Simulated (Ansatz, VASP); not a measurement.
# GaAs: VASP beside Ansatz

```xyz
32
Lattice="-5.7460 -5.7460 -5.7460 -5.7460 5.7460 5.7460 5.7460 5.7460 -5.7460" Properties=species:S:1:pos:R:3 pbc="T T T"
Ga   -2.8730    0.0000   -2.8730
Ga    0.0000    2.8730   -2.8730
Ga    2.8730    5.7460   -2.8730
Ga   -2.8730    5.7460   -2.8730
Ga   -5.7460    0.0000    0.0000
Ga   -2.8730    2.8730    0.0000
Ga    0.0000    5.7460    0.0000
Ga   -2.8730    2.8730   -5.7460
Ga    0.0000    2.8730   -8.6190
Ga    0.0000    0.0000   -5.7460
Ga    2.8730    2.8730   -5.7460
Ga   -5.7460    2.8730    2.8730
Ga   -8.6190    0.0000   -2.8730
Ga   -5.7460    2.8730   -2.8730
Ga    0.0000    0.0000    0.0000
Ga   -2.8730   -2.8730   -5.7460
As   -1.4365   -1.4365   -4.3095
As    1.4365    1.4365   -4.3095
As    4.3095    4.3095   -4.3095
As   -1.4365    4.3095   -4.3095
As   -4.3095   -1.4365   -1.4365
As   -1.4365    1.4365   -1.4365
As    1.4365    4.3095   -1.4365
As   -1.4365    1.4365   -7.1825
As   -4.3095   -4.3095   -4.3095
As   -4.3095    4.3095   -1.4365
As   -1.4365    7.1825   -1.4365
As   -4.3095    1.4365    1.4365
As   -1.4365    4.3095    1.4365
As   -4.3095    1.4365   -4.3095
As   -4.3095    4.3095    4.3095
As   -7.1825    1.4365   -1.4365
```

Alike in both runs: task single point; functional PBE; k mesh 3 × 3 × 3; occupations gaussian, width 0.05 eV; no spin polarisation.

```csv
,VASP,Ansatz
version,VASP 6.6.1,Ansatz 0.2.0
potentials or method,"VASP PAW PBE potentials, release 64 (Ga_d, As)","scalar-relativistic, plane waves, PAW"
plane-wave cutoff (eV),520,420
valence electrons in the cell,288,448
```

```csv
,VASP,Ansatz,Ansatz less VASP
gap on the k mesh at the Fermi level (eV),0.16,0.16,-0.002
least direct gap on the mesh (eV),0.16,0.16,-0.002
pressure (GPa),0.2,0.0,-0.26
```

The two sets of potentials don't hold the same shells in valence.
